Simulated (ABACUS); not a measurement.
Be:

```
CELL_PARAMETERS angstrom
2.28530 0.00000 0.00000
-1.14265 1.97913 0.00000
0.00000 0.00000 3.58420
ATOMIC_POSITIONS crystal
Be 0.66667 0.33333 0.75000
Be 0.33333 0.66667 0.25000
```

Base run:

```yaml
Program: ABACUS 3.10.1
Functional: PBE
Potentials_or_basis: PseudoDojo NC SR 0.4.1 PBE standard
Cutoff: 1211 eV
Density_cutoff: 4844 eV
Basis: plane waves
k_mesh: 13 × 13 × 8
Occupations: fermi-dirac, width 0.05 eV
Spin: no spin polarisation
```

Its results: band gap on the k mesh none (metal or under the smearing width); pressure -2.0 GPa.

Task: The run is repeated on the same cell with these changes: functional from PBE to SOGGA; k mesh from 13 × 13 × 8 to 10 × 10 × 6. What comes out?

Result: Band gap on the k mesh none (metal or under the smearing width); pressure -2.4 GPa.

Several settings changed at once, so the effect can't be laid on one alone.

Caveats: the potentials were made for another functional, which shifts forces and pressure (some runs).

Not every run made on this cell is shown here.
